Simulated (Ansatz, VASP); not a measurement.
# One calculation of Zr, two programs

```
Zr
1.0
     3.23200    0.00000    0.00000
    -1.61600    2.79899    0.00000
     0.00000    0.00000    5.14700
Zr
2
Direct
  0.66214 0.33864 0.74918
  0.34713 0.68258 0.24458
```

Change from the starting cell: atoms moved at random, drawn with an rms of 0.05 Å.

Alike in both runs: task single point; functional PBEsol; k mesh 9 × 9 × 5; occupations fermi-dirac, width 0.05 eV; no spin polarisation.

|  | VASP | Ansatz |
| --- | --- | --- |
| version | VASP 6.6.1 | Ansatz 0.2.0 |
| potentials or method | VASP PAW PBE potentials, release 64 (Zr_sv) | Ansatz PAW |
| plane-wave cutoff (eV) | 520 | 420 |
| valence electrons in the cell | 24 | 24 |

VASP gave:

| Item | Value |
| --- | --- |
| gap on the k mesh at the Fermi level (eV) | none |
| pressure (GPa) | -3.2 |
| largest component of the traceless stress (GPa) | 0.58 |
| rms of the force components (eV/Å) | 0.056 |

Which values does Ansatz return?

gap on the k mesh at the Fermi level (eV): none; pressure (GPa): -3.3; largest component of the traceless stress (GPa): 0.58; rms of the force components (eV/Å): 0.056.

Atom by atom the forces differ by 0.000 eV/Å (rms over components). A gap of «none» marks a metal or a gap that the smearing closes.

Caveats: the PAW data sets were made with another functional, which shifts forces and pressure a little (VASP); the PAW data sets come from PBE, with cores solved anew for the run's functional, which leaves a small shift of forces and pressure (Ansatz).
